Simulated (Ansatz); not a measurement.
Runs of Ansatz 0.2.0 on I. Symmetry: Cmce, No. 64, orthorhombic system. The conventional cell has a = 7.270 Å, b = 4.790 Å, c = 9.793 Å, α = 90.00°, β = 90.00°, γ = 90.00°. I (site symmetry m) has 1 I at 2.68 Å as nearest neighbours. 

```tsv
task	level	k mesh	cutoff (eV)	points for each segment of the path	gap on the mesh (eV)	pressure (GPa)	largest force (eV/Å)
single point	PBE	7 × 7 × 3	250	-	1.32	1.7	(c)
single point	PBE	4 × 4 × 2	420	-	1.29	1.8	0.85
band structure	RPBE	7 × 7 × 3	420	14	1.37	3.2	0.85
band structure	r2SCAN	7 × 7 × 3	500	14	1.58	(a)	(b)
```

Alike in all rows: potentials or basis Ansatz PAW; no spin polarisation; cell as given; smearing fermi-dirac 0.05 eV.

Estimate the missing entries.

(a) 1.2; (b) 0.64; (c) 0.83.

Caveats: spin-orbit coupling is left out, which moves the levels of the heavy elements; the PAW data sets come from PBE, with cores solved anew for the run's functional, which leaves a small shift of forces and pressure (some runs); odd divisions of the mesh miss points on the zone boundary, where band edges often lie, so the gap on the mesh can be too wide (some runs); the pressure holds a Pulay correction of +28.4 GPa for the finite cutoff (some runs); the cutoff lies under the one recommended for these potentials (some runs); the k mesh misses the band edges, so the gap on the mesh is wider than the one along the path (some runs).

A k mesh can miss the band edges, and the runs leave out spin-orbit coupling on I.
